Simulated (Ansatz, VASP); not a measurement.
# CdSe: VASP beside Ansatz, part 2 of 2

Aim: how closely do two programs agree when they are given the same cell, functional and k mesh? Of the first pair: The cell is taken from a series of runs on this material, whose earlier steps may have relaxed, scaled, displaced or heated it; both programs get it as it stands.

VASP 6.6.1 and Ansatz 0.2.0.

So far: The starting structure; VASP: relaxation of cell and atoms, PBEsol; Ansatz: relaxation of cell and atoms, PBEsol.

## (4) Side by side

Known differences besides the potentials themselves: the data sets hold 72 valence electrons in Ansatz (on its PAW soft_1 files) and 36 in VASP; the cutoff is 600 eV in Ansatz and 500 eV in VASP; Ansatz makes its cores anew for this functional, VASP keeps those of its PBE data sets; Ansatz adds a Pulay correction to the stress that steers its cell, VASP none. Total energies have different zeros and are not compared.

Both answers:

```csv
quantity,Ansatz,VASP,difference
volume (Å³),112.54,113.26,-0.63 %
"edge a after relaxation, in the typed setting (Å)",4.302,4.311,-0.21 %
"edge c after relaxation, in the typed setting (Å)",7.021,7.037,-0.22 %
```

## (5) Ansatz: relaxation, PBEsol

This run makes the geometry at which the two programs are then compared.

The structure compared here is the end of the Ansatz relaxation.

The input, input.yaml:

```yaml
crystal:
  lattice:
    - [4.3019960463, 0.0, 0.0]
    - [-2.1509980231, 3.725637863, 0.0]
    - [0.0, 0.0, 7.0215174833]
  atoms:
    - { symbol: Cd, position: [0.3333333333, 0.6666666667, 0.0001280917] }
    - { symbol: Cd, position: [0.6666666667, 0.3333333333, 0.5001280917] }
    - { symbol: Se, position: [0.6666666667, 0.3333333333, 0.1244482083] }
    - { symbol: Se, position: [0.3333333333, 0.6666666667, 0.6244482083] }
kpoints:
  mp_grid: { grid: [8, 8, 4] }
scf:
  occupations: { method: fermi_dirac, width: 0.02 }
hamiltonian:
  xc: pbesol
  pseudopotentials: { kind: paw, azcp: { folder: soft_1 }, xc_functional: pbe }
basis:
  ecutwfc: 600
output:
  forces: true
  stress: true
  write_density: true
  write_potential: true
  elf: true
  volumetric_format: npy
relax:
  f_tol: 0.005
  max_steps: 70
  cell: { stress_tol: 0.02, p_target: -1 }
```

Command:

```sh
ansatz run input.yaml --threads 4 --pin off --max-ram 10240MiB --backend cpu --events-out ev --progress --plain --runs-dir out
```

Numbers of over 12 decimals in the logs are rounded to 6 here.

Log:

```text
[...]
Crystal: 4 atoms, lattice volume = 112.539 Å³
Basis set: ecut = 600 eV, 3791 PW (Γ), exchange–correlation on 72×72×120 points (8 copies of the dense FFT grid, shifted against one another)
Bands: 44, of which v1, the nominal top of the filled ones, is band 36 counted from 1 (35 counted from 0)
Symmetry: 12 space group operations
[...]
--- Relaxed structure (3 steps of the walk, 3 accepted, 1 SCFs on fresh bases) ---
[...]
cell:  # Å, volume = 114.8560 Å³
    - [4.331709, -2.9066792187879474e-11, 0]
    - [-2.165854, 3.751370, 0]
    - [0, 0, 7.068133]
  atoms:
    - { symbol: Cd, position: [0.333333, 0.666667, 0.00019077] }
    - { symbol: Cd, position: [0.666667, 0.333333, 0.500191] }
    - { symbol: Se, position: [0.666667, 0.333333, 0.124386] }
    - { symbol: Se, position: [0.333333, 0.666667, 0.624386] }
[key lines of the parts left out:]
SCF converged after 7 iterations
Free energy (F): -27218.962005 eV
Fermi energy:    7.130856 eV
P = ⅓ Tr σ = -1.0101 GPa (-10.101 kbar)
```

## (6) VASP: single point, PBEsol, pair 2

The same cell, functional, mesh and smearing now go to VASP, with its own data sets.

The input, INCAR:

```
SYSTEM = CdSe
PREC = Accurate
ENCUT = 500
EDIFF = 1E-06
NELM = 120
ISMEAR = -1
SIGMA = 0.02
LREAL = .FALSE.
ALGO = Normal
GGA = PS
NBANDS = 24
LORBIT = 11
LWAVE = .FALSE.
LCHARG = .FALSE.
ISIF = 2
LASPH = .TRUE.
GGA_COMPAT = .FALSE.
EFERMI = MIDGAP
KPAR = 2
```

The input, POSCAR:

```
CdSe
1.0
    4.3317085491      0.0000000000      0.0000000000
   -2.1658542745      3.7513696454      0.0000000000
    0.0000000000      0.0000000000      7.0681331706
Cd Se
2 2
Direct
    0.3333333333      0.6666666667      0.0001907703
    0.6666666667      0.3333333333      0.5001907703
    0.6666666667      0.3333333333      0.1243855297
    0.3333333333      0.6666666667      0.6243855297
```

The input, KPOINTS:

```
Automatic mesh
0
Gamma
8 8 4
0 0 0
```

The projector-augmented-wave data sets are Cd and Se (PBE family, release 64).

Command:

```sh
mpirun -np 2 vasp_std
```

Log:

```text
[banner, memory and clock lines left out]
running    2 mpi-ranks, on    1 nodes
[...]
[... a notice as in an earlier step ...]

 LDA part: xc-table for (Slater+PW92), standard interpolation
 POSCAR, INCAR and KPOINTS ok, starting setup
[...]
entering main loop
       N       E                     dE             d eps       ncg     rms          rms(c)
DAV:   1     0.234756116448E+03    0.23476E+03   -0.16787E+04  1440   0.131E+03
DAV:   2    -0.146271057305E+01   -0.23622E+03   -0.22999E+03  1680   0.323E+02
DAV:   3    -0.130310659504E+02   -0.11568E+02   -0.11527E+02  1752   0.726E+01
DAV:   4    -0.131109646977E+02   -0.79899E-01   -0.79884E-01  1584   0.596E+00
[...]
DAV:  13    -0.123482792275E+02   -0.31488E-05   -0.17397E-05  1592   0.200E-02    0.902E-03
DAV:  14    -0.123482779999E+02    0.12276E-05   -0.33821E-06  1504   0.138E-02    0.377E-03
DAV:  15    -0.123482780912E+02   -0.91228E-07   -0.35500E-07   832   0.336E-03
   1 F= -.12348278E+02 E0= -.12348278E+02  d E =-.244799E-07
```

OUTCAR, selected parts (step 6):

```text
  Total       -0.5030977     -0.5030977     -0.5018814     -0.0000000      0.0000000      0.0000000
  in kB       -7.0179306     -7.0179306     -7.0009644     -0.0000000      0.0000000      0.0000000
  external PRESSURE =      -7.0122752 kB  Pullay stress =       0.0000000 kB

 POSITION                                       TOTAL-FORCE (eV/Angst)
 -----------------------------------------------------------------------------------
     -0.00000      2.50091      0.00135        -0.000000      0.000000     -0.000541
      2.16585      1.25046      3.53541         0.000000     -0.000000     -0.000541
      2.16585      1.25046      0.87917        -0.000000      0.000000      0.000541
     -0.00000      2.50091      4.41324         0.000000     -0.000000      0.000541
 -----------------------------------------------------------------------------------
    total drift:                               -0.000000      0.000000      0.000415

  FREE ENERGIE OF THE ION-ELECTRON SYSTEM (eV)
  ---------------------------------------------------
  free  energy   TOTEN  =       -12.3482780912 eV

  energy  without entropy=      -12.3482780667  energy(sigma->0) =      -12.34827808

[... 1 part as in an earlier step ...]

[... 2 further parts left out ...]
[key lines of the parts left out:]
E-fermi :   0.9119
```

The run ends at a pressure of -0.70 GPa, with forces up to 5.4e-4 eV/Å.

## (7) Side by side

What differs besides the data sets and the points named for the pairs above, as far as they apply: the data sets hold 72 valence electrons in Ansatz (on its PAW soft_1 files) and 36 in VASP; Ansatz's pressure holds a Pulay correction, VASP's none. Total energies have different zeros and are not compared.

Compared:

```csv
quantity,Ansatz,VASP,difference
pressure (GPa),-1.01,-0.70,-0.31
gap on the k mesh (eV),0.496,0.498,-0.001
```

A gap on the mesh is an upper bound, since the band edges may lie between its points.

## (8) Ansatz: relaxation, PBEsol

This run makes the geometry at which the two programs are then compared. The cell compared in this pair holds 110.51 Å³, against 114.86 Å³ for the pair before.

The structure compared here is the end of the Ansatz relaxation.

input.yaml, as its differences from that of step 5:

```diff
@@ -29,2 +29,2 @@
   max_steps: 70
-  cell: { stress_tol: 0.02, p_target: -1 }
+  cell: { stress_tol: 0.02, p_target: 1 }
```

Command:

```sh
ansatz run input.yaml --threads 4 --pin off --max-ram 10240MiB --backend cpu --events-out ev --progress --plain --runs-dir out
```

Log:

```text
[...]
Crystal: 4 atoms, lattice volume = 112.539 Å³
Basis set: ecut = 600 eV, 3791 PW (Γ), exchange–correlation on 72×72×120 points (8 copies of the dense FFT grid, shifted against one another)
Bands: 44, of which v1, the nominal top of the filled ones, is band 36 counted from 1 (35 counted from 0)
Symmetry: 12 space group operations
[...]
--- Relaxed structure (3 steps of the walk, 3 accepted, 1 SCFs on fresh bases) ---
[...]
cell:  # Å, volume = 110.5059 Å³
    - [4.275625, -2.8690458199730662e-11, 0]
    - [-2.137813, 3.702800, 0]
    - [0, 0, 6.980003]
  atoms:
    - { symbol: Cd, position: [0.333333, 0.666667, 9.196409732580357e-5] }
    - { symbol: Cd, position: [0.666667, 0.333333, 0.500092] }
    - { symbol: Se, position: [0.666667, 0.333333, 0.124484] }
    - { symbol: Se, position: [0.333333, 0.666667, 0.624484] }
[key lines of the parts left out:]
SCF converged after 7 iterations
Free energy (F): -27218.963339 eV
Fermi energy:    7.720415 eV
P = ⅓ Tr σ = 0.9848 GPa (9.848 kbar)
```

## (9) VASP: single point, PBEsol, pair 3

The same cell, functional, mesh and smearing now go to VASP, with its own data sets.

INCAR is that of step 6.

The input, POSCAR:

```
CdSe
1.0
    4.2756253706      0.0000000000      0.0000000000
   -2.1378126853      3.7028001880      0.0000000000
    0.0000000000      0.0000000000      6.9800028944
Cd Se
2 2
Direct
    0.3333333333      0.6666666667      0.0000919641
    0.6666666667      0.3333333333      0.5000919641
    0.6666666667      0.3333333333      0.1244843359
    0.3333333333      0.6666666667      0.6244843359
```

KPOINTS is that of step 6.

Command:

```sh
mpirun -np 2 vasp_std
```

Log:

```text
[... set-up lines as in an earlier step ...]
 entering main loop
       N       E                     dE             d eps       ncg     rms          rms(c)
DAV:   1     0.232111556593E+03    0.23211E+03   -0.16904E+04  1440   0.131E+03
DAV:   2    -0.169973729325E+01   -0.23381E+03   -0.22688E+03  1656   0.321E+02
DAV:   3    -0.130195186529E+02   -0.11320E+02   -0.11288E+02  1776   0.721E+01
DAV:   4    -0.130969580196E+02   -0.77439E-01   -0.77425E-01  1608   0.590E+00
[...]
DAV:  12    -0.123403105523E+02    0.12122E-04   -0.74462E-05  1792   0.981E-02    0.913E-03
DAV:  13    -0.123403125500E+02   -0.19977E-05   -0.98454E-06  1584   0.210E-02    0.703E-03
DAV:  14    -0.123403119444E+02    0.60557E-06   -0.18406E-06  1304   0.108E-02
   1 F= -.12340312E+02 E0= -.12340312E+02  d E =-.374386E-08
```

OUTCAR, selected parts (step 9):

```text
  Total        0.9244914      0.9244914      0.9301436      0.0000000      0.0000000      0.0000000
  in kB       13.4038002     13.4038002     13.4857479      0.0000000      0.0000000      0.0000000
  external PRESSURE =      13.4311161 kB  Pullay stress =       0.0000000 kB

 POSITION                                       TOTAL-FORCE (eV/Angst)
 -----------------------------------------------------------------------------------
     -0.00000      2.46853      0.00064         0.000000     -0.000000     -0.001749
      2.13781      1.23427      3.49064        -0.000000      0.000000     -0.001749
      2.13781      1.23427      0.86890         0.000000     -0.000000      0.001749
     -0.00000      2.46853      4.35890         0.000000      0.000000      0.001749
 -----------------------------------------------------------------------------------
    total drift:                               -0.000000      0.000000     -0.000187

  FREE ENERGIE OF THE ION-ELECTRON SYSTEM (eV)
  ---------------------------------------------------
  free  energy   TOTEN  =       -12.3403119444 eV

  energy  without entropy=      -12.3403119407  energy(sigma->0) =      -12.34031194

[... 1 part as in an earlier step ...]

[... 2 further parts left out ...]
[key lines of the parts left out:]
E-fermi :   1.2589
```

The run ends at a pressure of 1.34 GPa, with forces up to 0.0017 eV/Å.

## (10) Side by side

What differs besides the data sets and the points named for the pairs above, as far as they apply: the data sets hold 72 valence electrons in Ansatz (on its PAW soft_1 files) and 36 in VASP. Total energies have different zeros and are not compared.

Compared:

```csv
quantity,Ansatz,VASP,difference
pressure (GPa),0.98,1.34,-0.36
gap on the k mesh (eV),0.575,0.578,-0.003
```

A gap on the mesh is an upper bound, since the band edges may lie between its points.

## (11) Outcome

```json
{
  "difference in volume (relaxation of cell and atoms, PBEsol)": "-0.63 %",
  "difference in gap on the k mesh (single point, PBEsol, pair 2)": "-0.0014 eV",
  "difference in gap on the k mesh (single point, PBEsol, pair 3)": "-0.0026 eV"
}
```

In words: The difference in volume is -0.63 % (relaxation of cell and atoms, PBEsol), within the 1.2 % picked in this series as the mark of a large difference, as far as the stopping tolerances let one tell. The data sets hold unlike numbers of valence electrons (72 in Ansatz and 36 in VASP), so part of the differences comes from the potentials. 4 further runs of this series are not shown here. How closely two codes agree says nothing of how well the functional describes the real material.

[Lines on the potential files, build, host, timing and source positions are cut from VASP's logs without a mark.]

[Logs are printed without paths, hosts, clocks, repeated set-up lines and the standing remarks that a program may print on its own settings, such as how far it seeks lower states.]

[Hosts, paths, dates, database ids (printed as entryN), source tags and the programs' standing remarks are cut or masked in the printed files.]
